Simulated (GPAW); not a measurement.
A run of GPAW 26.7.0 is set up as follows.

run.py

```python
import json
import numpy as np
from ase.dft.bandgap import bandgap
from ase.dft.wannier import Wannier
from ase.io import write
from ase.spacegroup import crystal
from ase.units import GPa
from gpaw import GPAW, PW

# Zn 2b
# S 2b
atoms = crystal(['Zn', 'S'],
                basis=[[0.6666666667, 0.3333333333, 0.5],
                       [0.6666666667, 0.3333333333, 0.885]],
                spacegroup=186, setting=1,  # P6_3mc
                cellpar=[3.811, 3.811, 6.234, 90.0, 90.0, 120.0],
                primitive_cell=True)

calc = GPAW(mode=PW(600),
            xc='MGGA_X_R2SCAN+MGGA_C_R2SCAN',
            kpts={'size': (8, 8, 5), 'gamma': True},
            occupations={'name': 'fermi-dirac', 'width': 0.05},
            nbands=31,
            convergence={'density': 1e-05, 'energy': 1e-05},
            maxiter=150,
            txt='gpaw.txt')
atoms.calc = calc
energy = atoms.get_potential_energy()
forces = atoms.get_forces()
stress = atoms.get_stress()
calc.write('gs.gpw')
write('result.traj', atoms)
print(f'Energy: {energy:.6f} eV')
print('Forces (eV/A):')
print(forces.round(4))
print('Stress (GPa):', (stress / GPa).round(3))
print('Fermi level:', round(calc.get_fermi_level(), 4), 'eV')
print(f'Gap: {bandgap(calc)[0]:.4f} eV, direct: {bandgap(calc, direct=True)[0]:.4f} eV')

nocc = int(round(calc.get_number_of_electrons() / 2))
full = calc.fixed_density(kpts={'size': (4, 4, 4), 'gamma': True}, symmetry='off', nbands=nocc + 6,
                          convergence={'bands': nocc}, txt='full.txt')
wan, values = None, []
for seed in range(6):  # several starts, since the search can end in a local maximum
    trial = Wannier(nwannier=nocc, calc=full, nbands=nocc, functional='std',
                    initialwannier='orbitals' if seed == 0 else 'random', rng=np.random.RandomState(seed))
    trial.localize(tolerance=1e-6)
    values.append(trial.get_functional_value())
    print(f'start {seed}: functional {values[-1]:.5f}', flush=True)
    if values[-1] == max(values):
        wan = trial
wan.localize(step=0.1, tolerance=1e-8)
wan.translate_all_to_cell((0, 0, 0))
centres, spreads = wan.get_centers(), wan.get_spreads()
for x, s in zip(centres, spreads):
    d = np.linalg.norm(atoms.repeat(3).positions - atoms.cell.sum(0) - x, axis=1)
    print(x.round(4), f'spread {s:.4f} A^2, nearest {atoms[d.argmin() % len(atoms)].symbol} at {d.min():.3f} A')
onsite = wan.get_hopping((0, 0, 0)).diagonal().real
print('On-site energies:', onsite.round(4))
json.dump({'centres': centres.tolist(), 'spreads': spreads.tolist(), 'onsite': onsite.tolist(), 'values': values},
          open('wannier.json', 'w'))
```

Potentials or basis: GPAW PAW data sets (gpaw-data 1.2.1), pw.

Run with:

```sh
$ OMP_NUM_THREADS=1 python run.py
```

(1) What does it give for the total Wannier spread?

(2) What does it give for the band gap on the k mesh?

(3) Estimate the largest force.

Results:

(1) 13.08 Å² over 18 functions.

(2) 2.82 eV, direct.

(3) 0.312 eV/Å.

Caveat: the PAW data sets were made with another functional, which shifts forces and pressure a little.

**Experimental background.**

A printed reference work, monograph reports, for a bulk crystal of ZnS at 4 K: band gap 3.911 eV (direct).

A measured gap of ZnS is 3.911 eV (direct; 4 K; a printed reference work, monograph); the calculated 2.82 eV misses it by -1.09 eV. The value is that of r2SCAN, without temperature or zero-point motion.
